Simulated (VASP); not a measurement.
Set up this calculation in VASP 6.6.1, as the native input.

| Quantity | Value |
| --- | --- |
| Task | relaxation of the atoms |
| Functional | LDA |
| Potentials or basis | VASP PAW LDA potentials, release 64 (Ti_sv, H) |
| Cutoff | 520 eV |
| k mesh | 9 × 9 × 8 |
| Occupations | gaussian, width 0.05 eV |
| Spin | no spin polarisation |
| Further INCAR settings | ALGO = Normal; EDIFF = 1e-06; IBRION = 2; EDIFFG = -0.01; NSW = 40 |

The structure of TiH4 lies in POSCAR:

```
TiH4
1.0
    1.7098100000     -2.7890700000      0.0000000000
    1.7098100000      2.7890700000      0.0000000000
    0.0000000000      0.0000000000      3.3451500000
Ti H
1 4
Direct
    0.5000000000      0.5000000000      0.5000000000
    0.8393500000      0.1606500000      0.5000000000
    0.2760700000      0.2760700000      0.0000000000
    0.7239300000      0.7239300000      0.0000000000
    0.1606500000      0.8393500000      0.5000000000
```

The cell was built by a generator and needn't be a form met in nature.

These files were run (other wordings do the same):

INCAR

```
PREC = Accurate ; ENCUT = 520
EDIFF = 1E-6 ; ISMEAR = 0
SIGMA = 0.05 ; LREAL = False
LASPH = True ; NELM = 100
ALGO = Normal ; ISIF = 2
LWAVE = False ; LCHARG = False
GGA = CA ; IBRION = 2
NSW = 40 ; EDIFFG = -0.01
```

KPOINTS

```
Automatic mesh
0
Gamma
  9 9 8
```

Potentials or basis: VASP PAW LDA potentials, release 64 (Ti_sv, H).

Launch:

```console
$ cat potpaw_LDA.64/Ti_sv/POTCAR potpaw_LDA.64/H/POTCAR > POTCAR
$ mpirun -np 1 vasp_std > vasp.out
```

Results of the run:

| Property | Result |
| --- | --- |
| Energy gained by relaxing | 0.4 meV/atom |
| Ionic steps | 6 |
| Pressure after relaxing | -5.8 GPa |
| Band gap on the k mesh | none (metal or under the smearing width) |

It took 50 s on 1 thread of Intel(R) Xeon(R) Platinum 8488C (Sapphire Rapids), on a shared host, peak memory 0.17 GiB.
